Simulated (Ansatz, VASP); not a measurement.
## Cross-check of AlN between VASP and Ansatz

One calculation is typed for both programs; each brings its own data sets and cutoff. How far apart do they land? The cell is taken from a series of VASP runs on this material, whose earlier steps may have relaxed, scaled or displaced it; both programs get it as it stands.

Main program and level: Ansatz 0.2.0; plane waves, with VASP 6.6.1 beside it; relaxation of cell and atoms at LDA.

### 1. The structure

Symmetry: F-43m, No. 216, cubic system. Conventional cell: a = 4.368 Å, b = 4.368 Å, c = 4.368 Å, α = 90.00°, β = 90.00°, γ = 90.00°. Nearest to Al lie 4 N at 1.89 Å. N has 4 Al at 1.89 Å nearest. Farther neighbours and most contacts between anions are not listed.

### 2. VASP: relaxation of cell and atoms, LDA

The relaxed volume is the usual yardstick between codes: its relative difference is about their pressure difference at one cell divided by the bulk modulus.

Lines of VASP's logs that name or quote its potential files are left out, and so is its time.

INCAR reads:

```
SYSTEM = AlN
PREC = Accurate
ENCUT = 520
EDIFF = 1E-06
NELM = 100
ISMEAR = 0
SIGMA = 0.03
LREAL = .FALSE.
ALGO = Normal
GGA = CA
NBANDS = 10
LORBIT = 11
LWAVE = .FALSE.
LCHARG = .FALSE.
KPAR = 4
IBRION = 2
NSW = 50
ISIF = 3
EDIFFG = -0.004
```

POSCAR reads:

```
AlN
1.0
    0.0000000000      2.1839935596      2.1839935596
    2.1839935596      0.0000000000      2.1839935596
    2.1839935596      2.1839935596      0.0000000000
Al N
1 1
Direct
    0.0000000000      0.0000000000      0.0000000000
    0.2500000000      0.2500000000      0.2500000000
```

KPOINTS reads:

```
Automatic mesh
0
Gamma
8 8 8
0 0 0
```

Potentials, in the order of the species: Al and N (LDA family, release 64).

On the command line:

```bash
> mpirun -np 4 vasp_std
```

Numbers of over 12 decimals in the logs are rounded to 6 here.

Output:

```text
[banner, memory and clock lines left out]
running    4 mpi-ranks, on    1 nodes
 distrk:  each k-point on    1 cores,    4 groups
 distr:  one band on    1 cores,    1 groups

 POSCAR found type information on POSCAR AlN
 POSCAR found :  2 types and       2 ions
 LDA part: xc-table for (Slater(with rela. corr.)+CA(PZ))
 , standard interpolation
 POSCAR, INCAR and KPOINTS ok, starting setup
 FFT: planning ... GRIDC
 FFT: planning ... GRID_SOFT
 FFT: planning ... GRID
 WAVECAR not read
 entering main loop
       N       E                     dE             d eps       ncg     rms          rms(c)
DAV:   1     0.841655492312E+01    0.84166E+01   -0.40019E+03   596   0.665E+02
DAV:   2    -0.181735712184E+02   -0.26590E+02   -0.25031E+02   694   0.131E+02
DAV:   3    -0.188982338643E+02   -0.72466E+00   -0.72380E+00   680   0.210E+01
DAV:   4    -0.189009745783E+02   -0.27407E-02   -0.27406E-02   660   0.157E+00
DAV:   5    -0.189009983477E+02   -0.23769E-04   -0.23769E-04   654   0.142E-01    0.865E+00
DAV:   6    -0.164472738624E+02    0.24537E+01   -0.13308E+01   602   0.192E+01    0.300E+00
DAV:   7    -0.164019458507E+02    0.45328E-01   -0.85232E-02   638   0.247E+00    0.193E+00
DAV:   8    -0.163730416203E+02    0.28904E-01   -0.29446E-02   612   0.166E+00    0.357E-01
DAV:   9    -0.163727382245E+02    0.30340E-03   -0.11259E-03   658   0.227E-01    0.179E-01
DAV:  10    -0.163727593070E+02   -0.21083E-04   -0.57429E-05   638   0.575E-02    0.432E-02
DAV:  11    -0.163727579949E+02    0.13122E-05   -0.12685E-06   604   0.900E-03    0.877E-03
DAV:  12    -0.163727579865E+02    0.83834E-08   -0.36259E-08   308   0.164E-03
   1 F= -.16372758E+02 E0= -.16372758E+02  d E =-.163728E+02
 curvature:   0.00 expect dE= 0.000E+00 dE for cont linesearch  0.000E+00
 trial: gam= 0.00000 g(F)=  0.656E-47 g(S)=  0.112E-01 ort = 0.000E+00 (trialstep = 0.100E+01)
 search vector abs. value=  0.112E-01
 bond charge predicted
       N       E                     dE             d eps       ncg     rms          rms(c)
DAV:   1    -0.163920293304E+02   -0.19271E-01   -0.47676E-01   590   0.571E+00    0.942E-01
DAV:   2    -0.163735295364E+02    0.18500E-01   -0.98764E-02   588   0.177E+00    0.218E-01
DAV:   3    -0.163731973161E+02    0.33222E-03   -0.13607E-03   592   0.322E-01    0.809E-02
DAV:   4    -0.163730162580E+02    0.18106E-03   -0.78431E-05   618   0.560E-02    0.368E-02
DAV:   5    -0.163729916234E+02    0.24635E-04   -0.20745E-05   614   0.281E-02    0.182E-02
DAV:   6    -0.163729915458E+02    0.77609E-07   -0.19425E-07   316   0.374E-03
   2 F= -.16372992E+02 E0= -.16372992E+02  d E =-.233559E-03
 trial-energy change:   -0.000234  1 .order   -0.000126   -0.011198    0.010947
 step:   0.5130(harm=  0.5057)  dis= 0.00000  next Energy=   -16.375645 (dE=-0.289E-02)
 bond charge predicted
       N       E                     dE             d eps       ncg     rms          rms(c)
DAV:   1    -0.163801821485E+02   -0.71905E-02   -0.11231E-01   590   0.274E+00    0.460E-01
DAV:   2    -0.163757777229E+02    0.44044E-02   -0.24196E-02   584   0.876E-01    0.103E-01
DAV:   3    -0.163756995177E+02    0.78205E-04   -0.30456E-04   596   0.152E-01    0.389E-02
DAV:   4    -0.163756554223E+02    0.44095E-04   -0.19456E-05   614   0.279E-02    0.168E-02
DAV:   5    -0.163756498910E+02    0.55313E-05   -0.47886E-06   620   0.134E-02    0.871E-03
DAV:   6    -0.163756498606E+02    0.30389E-07   -0.50808E-08   298   0.182E-03
   3 F= -.16375650E+02 E0= -.16375650E+02  d E =-.289187E-02
 curvature:  -0.25 expect dE=-0.377E-07 dE for cont linesearch -0.377E-07
 trial: gam=-0.00364 g(F)=  0.713E-48 g(S)=  0.149E-06 ort = 0.409E-04 (trialstep = 0.903E+00)
 search vector abs. value=  0.102E-09
 reached required accuracy - stopping structural energy minimisation
```

From OUTCAR (step 2):

```text
ion  position               nearest neighbor table
   1  0.000  0.000  0.000-   2 1.89   2 1.89   2 1.89   2 1.89
   2  0.250  0.250  0.250-   1 1.89   1 1.89   1 1.89   1 1.89

  LATTYP: Found a face centered cubic cell.
 ALAT       =     4.3679871192

 Subroutine GETGRP returns: Found 24 space group operations
 (whereof 24 operations were pure point group operations)

The static configuration has the point symmetry T_d .

 Found     29 irreducible k-points:

   k-points           NKPTS =     29   k-points in BZ     NKDIM =     29   number of bands    NBANDS=     10

   dimension x,y,z NGX =    24 NGY =   24 NGZ =   24
   dimension x,y,z NGXF=    48 NGYF=   48 NGZF=   48

   ENCUT  =  520.0 eV  38.22 Ry    6.18 a.u.   5.74  5.74  5.74*2*pi/ulx,y,z

   NELECT =       8.0000    total number of electrons

 k-points in reciprocal lattice and weights: Automatic mesh
   0.00000000  0.00000000  0.00000000       0.002
   0.12500000  0.00000000  0.00000000       0.016
   0.25000000  0.00000000  0.00000000       0.016
   0.37500000  0.00000000  0.00000000       0.016
   0.50000000  0.00000000  0.00000000       0.008
   0.12500000  0.12500000  0.00000000       0.012
   0.25000000  0.12500000  0.00000000       0.047
   0.37500000  0.12500000  0.00000000       0.047
   0.50000000  0.12500000  0.00000000       0.047
[...]
-0.37500000  0.50000000  0.12500000       0.023
  -0.25000000  0.50000000  0.25000000       0.012

 average (electrostatic) potential at core
       1 -69.7084       2 -59.7420

 E-fermi :   6.0377

 k-point     1 :       0.0000    0.0000    0.0000
  band No.  band energies     occupation
      1      -9.0613      2.00000
      2       5.8478      2.00000
      3       5.8478      2.00000
      4       5.8478      2.00000
      5      10.2135      0.00000
      6      18.3252      0.00000
      7      18.3252      0.00000
      8      18.3252      0.00000
      9      23.4871      0.00000
    ...

 k-point     2 :       0.1250    0.0000    0.0000
  band No.  band energies     occupation
      1      -8.8253      2.00000
      2       4.6720      2.00000
      3       5.7679      2.00000
      4       5.7679      2.00000
      5      11.1263      0.00000
      6      17.7624      0.00000
      7      18.4989      0.00000
      8      18.4989      0.00000
      9      21.9386      0.00000
    ...

 k-point     3 :       0.2500    0.0000    0.0000
  band No.  band energies     occupation
      1      -8.1739      2.00000
      2       2.5620      2.00000
      3       5.5882      2.00000
      4       5.5882      2.00000
      5      12.3987      0.00000
      6      16.7736      0.00000
      7      18.0903      0.00000
      8      18.0903      0.00000
      9      22.0614      0.00000
    ...

  Total       -0.0014364     -0.0014364     -0.0014364      0.0000000     -0.0000000      0.0000000
  in kB       -0.1120848     -0.1120848     -0.1120848      0.0000000     -0.0000000      0.0000000
  external PRESSURE =      -0.1120848 kB  Pullay stress =       0.0000000 kB

  energy-cutoff  :      520.00
  volume of cell :       20.53
      direct lattice vectors                 reciprocal lattice vectors
     0.000000000  2.173362652  2.173362652    -0.230058246  0.230058246  0.230058246
     2.173362652  0.000000000  2.173362652     0.230058246 -0.230058246  0.230058246
     2.173362652  2.173362652 -0.000000000     0.230058246  0.230058246 -0.230058246

 POSITION                                       TOTAL-FORCE (eV/Angst)
 -----------------------------------------------------------------------------------
      0.00000      0.00000      0.00000        -0.000000     -0.000000      0.000000
      1.08668      1.08668      1.08668         0.000000      0.000000     -0.000000
 -----------------------------------------------------------------------------------
    total drift:                               -0.000000     -0.000000     -0.000000

  FREE ENERGIE OF THE ION-ELECTRON SYSTEM (eV)
  ---------------------------------------------------
  free  energy   TOTEN  =       -16.3756498606 eV

  energy  without entropy=      -16.3756498606  energy(sigma->0) =      -16.37564986

 reached required accuracy - stopping structural energy minimisation

 total charge
# of ion       s       p       d       tot
------------------------------------------
    1        0.379   0.465   0.000   0.844
    2        1.211   2.620   0.000   3.831
--------------------------------------------------
tot          1.590   3.085   0.000   4.675

[... 3 further parts left out ...]
```

The run keeps the 24 symmetry operations of its start, so it cannot find a distortion of lower symmetry.

### 3. Ansatz: relaxation of cell and atoms, LDA

Ansatz runs on its default PAW (the set named soft_2) files.

The same cell, functional (in two slightly different forms), mesh and smearing now go to Ansatz, which takes its cutoff from its data sets.

input.yaml reads:

```yaml
crystal:
  lattice:
    - [0.0, 2.1839935596, 2.1839935596]
    - [2.1839935596, 0.0, 2.1839935596]
    - [2.1839935596, 2.1839935596, 0.0]
  atoms:
    - { symbol: Al, position: [0.0, 0.0, 0.0] }
    - { symbol: "N", position: [0.25, 0.25, 0.25] }
hamiltonian:
  xc: lda
  pseudopotentials: { kind: paw }
kpoints:
  mp_grid: { grid: [8, 8, 8] }
scf:
  occupations: { method: gaussian, width: 0.03 }
relax:
  f_tol: 0.01
  max_steps: 60
  cell: { stress_tol: 0.05 }
output:
  forces: true
  stress: true
  write_density: true
  write_potential: true
  elf: true
  volumetric_format: npy
```

On the command line:

```bash
> ansatz run input.yaml --threads 4 --pin off --max-ram 9216MiB --backend cpu --events-out ev --progress --plain --runs-dir out
```

Output:

```text
Engine: ansatz 0.2.0, aarch64-unknown-linux-gnu
Pseudopotentials: kind: paw
Pseudopotential: Al, paw, valence charge 3, recommended cutoff 420 eV (normal), Al.paw.azcp
Pseudopotential: N, paw, valence charge 5, recommended cutoff 420 eV (normal), N.paw.azcp
Functional definition: SPW92
  exchange = slater_x
  correlation = pw_c
Crystal: 2 atoms, lattice volume = 20.835 Å³
Basis set: ecut = 420 eV, 411 PW (Γ)
Bands: 8, of which v1, the nominal top of the filled ones, is band 4 counted from 1 (3 counted from 0)
Symmetry: 24 space group operations
Space group: F-43m (ITA 216), of the structure as read, at distance tolerance 2.8e-5 Å
k-points: 29 of 512 (time reversal used)
Non-local potential: Al, projectors of the file, l = 0: 2, l = 1: 2, l = 2: 1
Non-local potential: N, projectors of the file, l = 0: 2, l = 1: 2, l = 2: 1
PAW form: soft (Blöchl's): semilocal exchange-correlation on the pseudo side does not see the compensation charge
PAW frozen core: Al, regenerated for the run's functional, and the local potential with it (the file was generated under x = pbe(κ = 0.804, μ = 0.219515), c = pbe(β = 0.066725))
PAW frozen core: N, regenerated for the run's functional, and the local potential with it (the file was generated under x = pbe(κ = 0.804, μ = 0.219515), c = pbe(β = 0.066725))
PAW one-centre angular grid: Al, 110 points (default); XC on 64 Gauss nodes
PAW one-centre angular grid: N, 110 points (default); XC on 64 Gauss nodes
Initial density: superposition of atomic densities (neutral atoms: chi_scale 0, normalization atom), corrected by the library's trained network
Initial wavefunctions: pseudopotential atomic-orbital guess
Functional: x = slater, c = lda
SCF iter   1: F=—  HF=-889.813203 eV  |F-HF|=—  |Δ(HF+E_count)|=         —  Δρ=8.84e-3  dr2=1.86e-2  ethr=1.77e-3  ⟨swp⟩=5.0  Hψ=1722  notcnv=0
preconditioner: auto → none  [insulator: Δε(μ)=3.108 eV  Ē_g=15.146 eV  σ=0.030 eV  W_gap=1.00  n_scr=0 (ndim 8)  ℏωp=23.0 eV  f_vac=0.000  D(μ)=0.00/eV (n_scr^D=0)  ε∞_Penn≈3.3]
SCF iter   2: F=—  HF=-889.808417 eV  |F-HF|=—  |Δ(HF+E_count)|=   4.79e-3  Δρ=4.86e-3  dr2=2.78e-3  ethr=2.33e-4  ⟨swp⟩=2.4  Hψ=612  notcnv=0
SCF iter   3: F=—  HF=-889.807525 eV  |F-HF|=—  |Δ(HF+E_count)|=   8.92e-4  Δρ=1.48e-3  dr2=1.80e-4  ethr=3.47e-5  ⟨swp⟩=2.6  Hψ=427  notcnv=0
SCF iter   4: F=—  HF=-889.807442 eV  |F-HF|=—  |Δ(HF+E_count)|=   8.32e-5  Δρ=1.07e-4  dr2=8.77e-7  ethr=2.26e-6  ⟨swp⟩=2.0  Hψ=320  notcnv=0
SCF iter   5: F=—  HF=-889.807438 eV  |F-HF|=—  |Δ(HF+E_count)|=   3.52e-6  Δρ=6.10e-6  dr2=3.14e-9  ethr=1.10e-8  ⟨swp⟩=2.0  Hψ=277  notcnv=0
SCF iter   6: F=-889.807438 eV  HF=-889.807438 eV  |F-HF|=5.68e-12  |Δ(HF+E_count)|=  8.07e-10  Δρ=6.64e-7  dr2=2.99e-11  ethr=3.93e-11  ⟨swp⟩=4.2  Hψ=993  notcnv=0
SCF 1 converged in 6 iterations: F = -889.807438 eV  dr2 = 2.99e-11
  greatest PAW one-centre occupation: 0.781 electrons in one spin orbital (limit 2), on the N atom at site 1 (counted from 0), in its partial waves of l = 0
relax step   1: F+E_penalty+E_count = -889.80743817 eV  Δ(F+E_penalty+E_count) = +0.000e0 eV  max|allowed force component| = 2.035e-16 eV/Å  Δτ_max = 0.0000 Å  P = -3.604 GPa  Ω = 20.835 Å³  (6 SCF iters, dr2 threshold 1.00e-7 eV, accepted)
[...]
relax step   2: F+E_penalty+E_count = -889.81126958 eV  Δ(F+E_penalty+E_count) = -3.831e-3 eV  max|allowed force component| = 1.295e-16 eV/Å  Δτ_max = 0.0000 Å  P = -1.794 GPa  Ω = 20.653 Å³  energy of the carried Pulay correction = +7.576e-4 eV  (4 SCF iters, dr2 threshold 2.00e-7 eV, accepted)
[...]
relax step   3: F+E_penalty+E_count = -889.81299029 eV  Δ(F+E_penalty+E_count) = -1.721e-3 eV  max|allowed force component| = 8.327e-17 eV/Å  Δτ_max = 0.0000 Å  P = +0.042 GPa  Ω = 20.475 Å³  energy of the carried Pulay correction = +1.502e-3 eV  (4 SCF iters, dr2 threshold 2.00e-7 eV, accepted)
[...]
relax step   4: F+E_penalty+E_count = -889.81154915 eV  Δ(F+E_penalty+E_count) = +1.441e-3 eV  max|allowed force component| = 6.939e-17 eV/Å  Δτ_max = 0.0000 Å  P = -0.070 GPa  Ω = 20.475 Å³  stress off target by 7.01e-2 GPa  SCF on the basis re-selected at this cell (its energy is not comparable with the rows above)  (5 SCF iters)
[...]
relax step   5: F+E_penalty+E_count = -889.81157902 eV  Δ(F+E_penalty+E_count) = -2.986e-5 eV  max|allowed force component| = 6.939e-17 eV/Å  Δτ_max = 0.0000 Å  P = -0.001 GPa  Ω = 20.469 Å³  energy of the carried Pulay correction = +2.839e-5 eV  (3 SCF iters, dr2 threshold 1.23e-8 eV, accepted)
[...]
relax step   6: F+E_penalty+E_count = -889.81157902 eV  Δ(F+E_penalty+E_count) = -5.465e-10 eV  max|allowed force component| = 7.055e-17 eV/Å  Δτ_max = 0.0000 Å  P = -0.001 GPa  Ω = 20.469 Å³  stress off target by 6.19e-4 GPa  SCF on the basis re-selected at this cell (its energy is not comparable with the rows above)  (4 SCF iters)
basis re-selected at this cell: Δ(F+E_penalty+E_count) = -5.465e-10 eV, ΔP = +0.000 GPa vs the last step (what re-selecting the basis moved, of the pressure what is left beyond the Pulay correction that the steps carried, after the strain that the cell walked since its last selection, with what the two solves' SCF thresholds leave and, on support functions, any second-order correction that the steps lacked; it is no  [...]
SCF converged after 4 iterations
Free energy (F): -889.811579 eV
Harris-Foulkes:  -889.811579 eV  (|F-HF|=1.71e-12)
Internal energy: -889.811579 eV  (E = F + TS)
E sigma→0 (E₀):  -889.811579 eV
Fermi energy:    8.488245 eV
--- Per-component energies (eV) ---
  E_band       = 14.570681
  E_kinetic    = 159.559132
  E_local      = -221.803044  (includes V_loc(G=0)·N_el)
  E_nonlocal   = 57.685002
  E_hartree    = 75.840561
  E_xc         = -100.757923
  E_vxc        = -107.781764  (∫ρ·V_xc dr)
  E_paw        = -562.109949  (= ΣΔE_a)
  E_vpaw       = -24.769879  (= ΣTr[D̂ρ^β])
  E_aug_tail   = 0.000090  (compensation charges beyond the density's cutoff)
  E_ewald      = -298.361208
  E_core_change = 0.135761  (= ΣΔE_core)
  E_smearing   = -0.000000  (= −TS)
  E_closure    = 0.000000  (closes the sum)
  Σ components = -889.811579   (vs F -889.811579, Δ=0.00e0)
--- Forces (eV/Å), atoms counted from 1 ---
  atom   1  Al    -0.00000000    -0.00000000    -0.00000000
  atom   2  N      0.00000000     0.00000000     0.00000000
  max |Σ_I F_I| component: 1.02e-16 eV/Å
--- Stress (GPa, compression-positive) ---
       -0.000619      -0.000000      -0.000000
       -0.000000      -0.000619       0.000000
       -0.000000       0.000000      -0.000619
  P = ⅓ Tr σ = -0.0006 GPa (-0.006 kbar)
--- Band table (eV; the first three rows and the last of 29) ---
  k-point 0: bands = ["-8.0566", "6.8621", "6.8621", "6.8621", "11.2501", "19.3951", "19.3951", "19.3951"]
  k-point 1: bands = ["-7.8200", "5.6892", "6.7833", "6.7833", "12.1644", "18.8295", "19.5663", "19.5663"]
  k-point 2: bands = ["-7.1674", "3.5793", "6.6045", "6.6045", "13.4410", "17.8314", "19.1411", "19.1411"]
  k-point 28: bands = ["-5.1507", "3.0285", "3.3331", "4.1063", "12.8668", "18.2020", "18.8665", "19.0893"]
--- Relaxed structure (4 steps of the walk, 4 accepted, 2 SCFs on fresh bases) ---
  F+E_penalty+E_count = -889.81157902 eV   max|allowed force component| = 7.055e-17 eV/Å   (the final SCF, on the basis selected at the relaxed cell)
  cell:  # Å, volume = 20.4685 Å³
    - [0, 2.171128, 2.171128]
    - [2.171128, 0, 2.171128]
    - [2.171128, 2.171128, 0]
  atoms:
    - { symbol: Al, position: [0, 0, 0] }
    - { symbol: N, position: [0.250000, 0.250000, 0.250000] }
```

Run time: 1.1 s. Hardware: 4 threads of Arm Neoverse V2, shared host; peak memory 0.28 GiB.

### 4. Side by side

Known differences besides the potentials themselves: the two LDA forms differ slightly; both relaxations stop at a tolerance, which leaves soft axes loose, and VASP keeps its plane-wave basis; the cutoff is 420 eV in Ansatz and 520 eV in VASP; VASP's log shows a relativistic correction to its local exchange, Ansatz's none; Ansatz adds a Pulay correction to the stress that steers its cell, VASP none. Total energies have different zeros and are not compared.

The two programs side by side:

```
                                         quantity  Ansatz   VASP  difference
                                      volume (Å³)   20.47  20.53     -0.31 %
edge a after relaxation, in the typed setting (Å)   3.070  3.074     -0.10 %
```

The walks stopped with 0.00 GPa left in Ansatz and -0.01 GPa in VASP; each walk ends within a tolerance, so the volume difference is uncertain by about these residues over the bulk modulus, most in soft cells.

### 5. Summary of results

```yaml
difference_in_volume_relaxation_of_cell_and_atoms_lda: -0.31 %
```

**Reading.** The difference in volume is -0.31 % (relaxation of cell and atoms, LDA), within the 1.2 % picked in this series as the mark of a large difference, as far as the stopping tolerances let one tell. Such differences can come from data sets, numerical settings and the points named under the comparisons, not from the functional's error against experiment.

[Lines on the potential files, build, host, timing and source positions are cut from VASP's logs without a mark.]

[Logs are printed without paths, hosts, clocks, repeated set-up lines and the standing remarks that a program may print on its own settings, such as how far it seeks lower states.]

[Hosts, paths, dates, database ids (printed as entryN), source tags and the programs' standing remarks are cut or masked in the printed files.]
